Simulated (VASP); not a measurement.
Set up this calculation in VASP 6.6.1, as the native input.

```
Task                   : single point
Functional             : PBEsol
Potentials or basis    : VASP PAW PBE potentials, release 64 (Si, W_sv)
Cutoff                 : 520 eV
k mesh                 : 18 × 18 × 18
Occupations            : gaussian, width 0.5 eV
Spin                   : no spin polarisation
Further INCAR settings : ALGO = Normal; EDIFF = 1e-06; NBANDS = 18
```

The structure of Si2W lies in POSCAR:

```
Si2W
1.0
   -1.6022600000      1.6022600000      3.9092900000
    1.6022600000     -1.6022600000      3.9092900000
    1.6022600000      1.6022600000     -3.9092900000
Si W
2 1
Direct
    0.3345200000      0.3345200000      0.0000000000
    0.6654800000      0.6654800000      0.0000000000
    1.0000000000      1.0000000000      1.0000000000
```

The cell is a database's computed one.

One way to write it, as run:

INCAR

```
ALGO = Normal
EDIFF = 1E-6
ENCUT = 520
GGA = PS
ISIF = 2
ISMEAR = 0
LASPH = T
LCHARG = F
LREAL = F
LWAVE = F
NBANDS = 18
NELM = 60
PREC = Accurate
SIGMA = 0.5
```

KPOINTS

```
k-points
0
Gamma
  18 18 18
```

Potentials or basis: VASP PAW PBE potentials, release 64 (Si, W_sv).

Launch:

```console
$ cat potpaw_PBE.64/Si/POTCAR potpaw_PBE.64/W_sv/POTCAR > POTCAR
$ mpirun -np 1 vasp_std > vasp.out
```

It gave:

The pressure is 0.2 GPa, the largest force is 0.037 eV/Å and the band gap on the k mesh is none (metal or under the smearing width).

Caveat: the PAW data sets were made with another functional, which shifts forces and pressure a little.

It took 2.5 min on 1 thread of Intel(R) Xeon(R) 6975P-C (Granite Rapids) (shared host), peak memory 0.46 GiB.
